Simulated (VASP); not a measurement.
# KCl (Fm-3m) in VASP: further runs

KCl is run at these levels: r2SCAN; tasks: relaxation of the atoms.

Everything below comes from runs of VASP 6.6.1. Logs are shortened: lines on timing, memory, paths and dates and some standing lists are left out, and cuts for length are marked.

**Experimental background.**

A printed reference work, monograph reports, for a bulk crystal of KCl: band gap 8.68 eV.

The results are compared with them further down.

## (1) The cell of the first run

It takes space group Fm-3m (No. 225, cubic). Conventional cell: a = 6.335 Å, b = 6.335 Å, c = 6.335 Å, α = 90.00°, β = 90.00°, γ = 90.00°. K (site symmetry m-3m) has 6 Cl at 3.17 Å within 4.2 Å. Cl (site symmetry m-3m) has 6 K at 3.17 Å within 4.2 Å.

## (2) Relaxation of the atoms, r2SCAN

Input file POSCAR:

```
KCl
1.0
    0.0000000000      3.1673081600      3.1673081600
    3.1673081600      0.0000000000      3.1673081600
    3.1673081600      3.1673081600      0.0000000000
K Cl
1 1
Direct
    0.0000000000      0.0000000000      0.0000000000
    0.5000000000      0.5000000000      0.5000000000
```

Input file INCAR.step1:

```
SYSTEM = KCl
PREC     = Accurate       ! precision mode
ENCUT    = 520            ! plane-wave cutoff, eV
ISMEAR   = -1             ! smearing method
SIGMA    = 0.02           ! smearing width, eV
LREAL    = .FALSE.        ! projectors in reciprocal space
LASPH    = .TRUE.         ! aspherical terms in the spheres
NELM     = 80             ! most SCF steps
GGA      = PE             ! functional
ALGO     = Normal         ! electronic algorithm
EDIFF    = 1E-4           ! SCF threshold, eV
LWAVE    = .TRUE.         ! write WAVECAR
LCHARG   = .FALSE.        ! write CHGCAR
```

Input file INCAR.step2:

```
SYSTEM = KCl
PREC     = Accurate       ! precision mode
ENCUT    = 520            ! plane-wave cutoff, eV
EDIFF    = 1E-7           ! SCF threshold, eV
ISMEAR   = -1             ! smearing method
SIGMA    = 0.02           ! smearing width, eV
LREAL    = .FALSE.        ! projectors in reciprocal space
LASPH    = .TRUE.         ! aspherical terms in the spheres
NELM     = 80             ! most SCF steps
ALGO     = Normal         ! electronic algorithm
ISIF     = 2              ! what is computed and relaxed
LWAVE    = .FALSE.        ! write WAVECAR
LCHARG   = .FALSE.        ! write CHGCAR
METAGGA  = R2SCAN         ! meta-GGA
LMIXTAU  = .TRUE.       
IBRION   = 2              ! ionic algorithm
NSW      = 50             ! ionic steps
EDIFFG   = -0.01          ! ionic threshold
ISTART   = 1
```

Input file KPOINTS:

```
regular mesh
0
G
  8 8 8
  0 0 0
```

Potentials or basis: VASP PAW PBE potentials, release 64 (K_sv, Cl).

Run with:

```console
$ cat potpaw_PBE.64/K_sv/POTCAR potpaw_PBE.64/Cl/POTCAR > POTCAR
$ cp INCAR.step1 INCAR
$ mpirun -np 1 vasp_std > vasp.out
$ cp INCAR.step2 INCAR
$ mpirun -np 1 vasp_std > vasp.out
```

OUTCAR:

```text
SYSTEM = KCl
   PREC = Accurate
   ENCUT = 520
   EDIFF = 1E-7
   ISMEAR = -1
   LREAL = .FALSE.
   LASPH = .TRUE.
   NELM = 80
   ISIF = 2
   METAGGA = R2SCAN
   IBRION = 2
   NSW = 50
   EDIFFG = -0.01
   ISTART = 1

 ion  position               nearest neighbor table
   1  0.000  0.000  0.000-   2 3.17   2 3.17   2 3.17   2 3.17   2 3.17   2 3.17
   2  0.500  0.500  0.500-   1 3.17   1 3.17   1 3.17   1 3.17   1 3.17   1 3.17

  LATTYP: Found a face centered cubic cell.
 ALAT       =     6.3346163200

  Lattice vectors:

 A1 = (   0.0000000000,   3.1673081600,   3.1673081600)
 A2 = (   3.1673081600,   0.0000000000,   3.1673081600)
 A3 = (   3.1673081600,   3.1673081600,   0.0000000000)

Analysis of symmetry for initial positions (statically):
=====================================================================
 Subroutine PRICEL returns:
 Original cell was already a primitive cell.

 Routine SETGRP: Setting up the symmetry group for a
 face centered cubic supercell.

 Subroutine GETGRP returns: Found 48 space group operations
 (whereof 48 operations were pure point group operations)
 out of a pool of 48 trial point group operations.

The static configuration has the point symmetry O_h .

Analysis of symmetry for dynamics (positions and initial velocities):
=====================================================================
 Subroutine PRICEL returns:
 Original cell was already a primitive cell.

 Routine SETGRP: Setting up the symmetry group for a
 face centered cubic supercell.

 Subroutine GETGRP returns: Found 48 space group operations
 (whereof 48 operations were pure point group operations)
 out of a pool of 48 trial point group operations.

The dynamic configuration has the point symmetry O_h .

 Subroutine INISYM returns: Found 48 space group operations
 (whereof 48 operations are pure point group operations),
 and found     1 'primitive' translations

----------------------------------------------------------------------------------------

                                     Primitive cell

  volume of cell :      63.5479

  direct lattice vectors                    reciprocal lattice vectors
     0.000000000  3.167308160  3.167308160    -0.157862758  0.157862758  0.157862758
     3.167308160  0.000000000  3.167308160     0.157862758 -0.157862758  0.157862758
     3.167308160  3.167308160  0.000000000     0.157862758  0.157862758 -0.157862758

  length of vectors
     4.479250156  4.479250156  4.479250156     0.273426317  0.273426317  0.273426317

  position of ions in fractional coordinates (direct lattice)
     0.000000000  0.000000000  0.000000000
     0.500000000  0.500000000  0.500000000

  ion indices of the primitive-cell ions
   primitive index   ion index
                 1           1
                 2           2

----------------------------------------------------------------------------------------

 KPOINTS: regular mesh

Automatic generation of k-mesh.
 Grid dimensions read from file:
 generate k-points for:    8    8    8

 Generating k-lattice:

  Cartesian coordinates                     Fractional coordinates (reciprocal lattice)
    -0.019732845  0.019732845  0.019732845     0.125000000  0.000000000  0.000000000
     0.019732845 -0.019732845  0.019732845     0.000000000  0.125000000  0.000000000
     0.019732845  0.019732845 -0.019732845     0.000000000  0.000000000  0.125000000

  Length of vectors
     0.034178290  0.034178290  0.034178290

  Shift w.r.t. Gamma in fractional coordinates (k-lattice)
     0.000000000  0.000000000  0.000000000

 Subroutine IBZKPT returns following result:
 ===========================================

 Found     29 irreducible k-points:

 Following reciprocal coordinates:
            Coordinates               Weight
  0.000000  0.000000  0.000000      1.000000
  0.125000  0.000000  0.000000      8.000000
  0.250000  0.000000  0.000000      8.000000
  0.375000  0.000000  0.000000      8.000000
  0.500000  0.000000  0.000000      4.000000
  0.125000  0.125000  0.000000      6.000000
[... 16 lines left out ...]
  0.500000  0.250000  0.125000     48.000000
 -0.375000  0.250000  0.125000     24.000000
 [... further k-points ...]
   k-points           NKPTS =     29   k-points in BZ     NKDIM =     29   number of bands    NBANDS=     12
   number of dos      NEDOS =    301   number of ions     NIONS =      2
   total plane-waves  NPLWV =  46656
   dimension x,y,z NGX =    36 NGY =   36 NGZ =   36
   dimension x,y,z NGXF=    72 NGYF=   72 NGZF=   72
   ions per type =               1   1
   NGX,Y,Z   is equivalent  to a cutoff of  13.36, 13.36, 13.36 a.u.
   NGXF,Y,Z  is equivalent  to a cutoff of  26.72, 26.72, 26.72 a.u.
 SYSTEM =  KCl
   PREC   = accura    normal or accurate (medium, high low for compatibility)
   ISTART =      1    job   : 0-new  1-cont  2-samecut
   ICHARG =      0    charge: 1-file 2-atom 10-const
   ISPIN  =      1    spin polarized calculation?
   LNONCOLLINEAR =      F non collinear calculations
   LSORBIT =      F    spin-orbit coupling
   LASPH  =      T    aspherical Exc in radial PAW
   ENCUT  =  520.0 eV  38.22 Ry    6.18 a.u.   8.33  8.33  8.33*2*pi/ulx,y,z
   NELM   =     80;   NELMIN=  2; NELMDL=  0     # of ELM steps
   EDIFF  = 0.1E-06   stopping-criterion for ELM
   LREAL  =      F    real-space projection
   EDIFFG = -.1E-01   stopping-criterion for IOM
   NSW    =     50    number of steps for IOM
   IBRION =      2    ionic relax: 0-MD 1-quasi-New 2-CG
   NFREE  =      1    steps in history (QN), initial steepest desc. (CG)
   ISIF   =      2    stress and relaxation
   ISYM   =      2    0-nonsym 1-usesym 2-fastsym
   POTIM  = 0.5000    time-step for ionic-motion
   TEBEG  =    0.0;   TEEND  =   0.0 temperature during run
   PSTRESS=    0.0 pullay stress
   NELECT =      16.0000    total number of electrons
   NUPDOWN=      -1.0000    fix difference up-down
   EMIN   =  10.00;   EMAX   =-10.00  energy-range for DOS
   EFERMI =   0.00;   METHOD = LEGACY
   ISMEAR =    -1;   SIGMA  =   0.02  broadening in eV -4-tet -1-fermi 0-gaus
   EFERMI_NEDOS =   21; number of points for ismear=-14 and -15
   IALGO  =     38    algorithm
   IMIX   =      4    mixing-type and parameters
     AMIX     =   0.40;   BMIX     =  1.00
     AMIX_MAG =   1.60;   BMIX_MAG =  1.00
  volume/ion in A,a.u.               =      31.77       214.42
  Fermi-wavevector in a.u.,A,eV,Ry     =   1.033748  1.953500 14.539649  1.068634
  Thomas-Fermi vector in A             =   2.168009
   LORBIT       =      0    0 simple, 1 ext, 2 COOP (PROOUT), +10 PAW based schemes
   METAGGA = R2SCAN    functional components
   LHFCALC =     F    Hartree Fock is set to
   AEXX    =    0.0000 exact exchange contribution
   IVDW    =     0    specifies the selected vdW correction
   LEPSILON=     F    determine dielectric tensor
   LRPA    =     F    only Hartree local field effects (RPA)
 conjugate gradient relaxation of ions
 non-spin polarized calculation
  energy-cutoff  :      520.00
  volume of cell :       63.55
 maximum number of plane-waves:      1727
 NGX is ok and might be reduce to    36
   NGX = 17   NGY = 17   NGZ = 17

 number of electron      15.9999999 magnetization

 Free energy of the ion-electron system (eV)
  ---------------------------------------------------
  ext. energy  EPLUGINS =         0.00000000
  ---------------------------------------------------
  free energy    TOTEN  =       -16.50536801 eV

  energy without entropy =      -16.50536801  energy(sigma->0) =      -16.50536801

 E-fermi :  -1.9307     XC(G=0):  -7.8648

 val. band max:       -2.3409710349   @ k =   0.0000   0.0000   0.0000
 cond. band min:       3.4193645694   @ k =   0.0000   0.0000   0.0000
 fundamental gap:      5.7603356042
 Fermi energy:        -1.9306971301

 k-point     1 :       0.0000    0.0000    0.0000
  band No.  band energies     occupation
      1     -30.6591      2.00000
      2     -14.9889      2.00000
      3     -13.3497      2.00000
      4     -13.3497      2.00000
      5     -13.3497      2.00000
      6      -2.3410      2.00000
      7      -2.3410      2.00000
      8      -2.3410      2.00000
      9       3.4194      0.00000
     10       6.6840      0.00000
     11       6.6840      0.00000
     12       6.6840      0.00000

 k-point     2 :       0.1250    0.0000    0.0000
  band No.  band energies     occupation
      1     -30.6577      2.00000
      2     -15.0136      2.00000
      3     -13.3509      2.00000
      4     -13.3509      2.00000
      5     -13.3169      2.00000
      6      -2.5193      2.00000
      7      -2.3883      2.00000
      8      -2.3883      2.00000
      9       3.7861      0.00000
     10       6.5314      0.00000
     11       6.8841      0.00000
     12       6.8841      0.00000

 k-point     3 :       0.2500    0.0000    0.0000
  band No.  band energies     occupation
      1     -30.6544      2.00000
      2     -15.0698      2.00000
      3     -13.3537      2.00000
      4     -13.3537      2.00000
      5     -13.2408      2.00000
      6      -2.8983      2.00000
      7      -2.4987      2.00000
      8      -2.4987      2.00000
      9       4.6555      0.00000
     10       6.3886      0.00000
     11       7.4539      0.00000
     12       7.4539      0.00000
[... 286 lines left out ...]
 k-point    23 :       0.5000    0.2500    0.1250
  band No.  band energies     occupation
      1     -30.6494      2.00000
      2     -15.0604      2.00000
      3     -13.3970      2.00000
      4     -13.3704      2.00000
      5     -13.2280      2.00000
      6      -3.1187      2.00000
      7      -2.6698      2.00000
      8      -2.6231      2.00000
      9       5.8185      0.00000
     10       6.1717      0.00000
     11       8.4265      0.00000
     12       8.6349      0.00000

 k-point    24 :      -0.3750    0.2500    0.1250
  band No.  band energies     occupation
      1     -30.6484      2.00000
      2     -15.0631      2.00000
      3     -13.3985      2.00000
      4     -13.3790      2.00000
      5     -13.2204      2.00000
      6      -3.1507      2.00000
      7      -2.7309      2.00000
      8      -2.6568      2.00000
      9       6.0168      0.00000
     10       6.5409      0.00000
     11       8.5313      0.00000
     12       8.5632      0.00000

 [... further k-points ...]

------------------------ aborting loop because EDIFF is reached ----------------------------------------

  FORCE on cell =-STRESS in cart. coord.  units (eV):
  Direction    XX          YY          ZZ          XY          YZ          ZX
  --------------------------------------------------------------------------------------
  -------------------------------------------------------------------------------------
  Total       -0.1553759     -0.1553759     -0.1553759      0.0000000     -0.0000000      0.0000000
  in kB       -3.9173583     -3.9173583     -3.9173583      0.0000000     -0.0000000      0.0000000
  external PRESSURE =      -3.9173583 kB  Pullay stress =       0.0000000 kB

 VOLUME and BASIS-vectors are now :
 -----------------------------------------------------------------------------
  energy-cutoff  :      520.00
  volume of cell :       63.55
      direct lattice vectors                 reciprocal lattice vectors
     0.000000000  3.167308160  3.167308160    -0.157862758  0.157862758  0.157862758
     3.167308160  0.000000000  3.167308160     0.157862758 -0.157862758  0.157862758
     3.167308160  3.167308160  0.000000000     0.157862758  0.157862758 -0.157862758

 POSITION                                       TOTAL-FORCE (eV/Angst)
 -----------------------------------------------------------------------------------
      0.00000      0.00000      0.00000        -0.000000      0.000000      0.000000
      3.16731      3.16731      3.16731         0.000000     -0.000000     -0.000000
 -----------------------------------------------------------------------------------
    total drift:                                0.000000      0.000000      0.000000

  FREE ENERGIE OF THE ION-ELECTRON SYSTEM (eV)
  ---------------------------------------------------
  free  energy   TOTEN  =       -16.5053680123 eV

  energy  without entropy=      -16.5053680123  energy(sigma->0) =      -16.50536801

 reached required accuracy - stopping structural energy minimisation
```

Wall time 83 s (1 thread of AMD EPYC 9R45 (Zen 5), shared host); peak memory 0.19 GiB.

What came out:

```yaml
Free_energy: -16.5054 eV
Pressure_after_relaxing: -0.4 GPa
Band_gap_on_the_k_mesh: 5.76 eV
```

Final structure:
```
K Cl
1.0
     0.00000    3.16731    3.16731
     3.16731    0.00000    3.16731
     3.16731    3.16731    0.00000
K Cl
1 1
Direct
  0.00000 0.00000 0.00000
  0.50000 0.50000 0.50000
```

Caveat: the relaxation stopped at its first step, so nothing moved; the PAW data sets were made with another functional, which shifts forces and pressure a little.

[end of part 1 of 2]
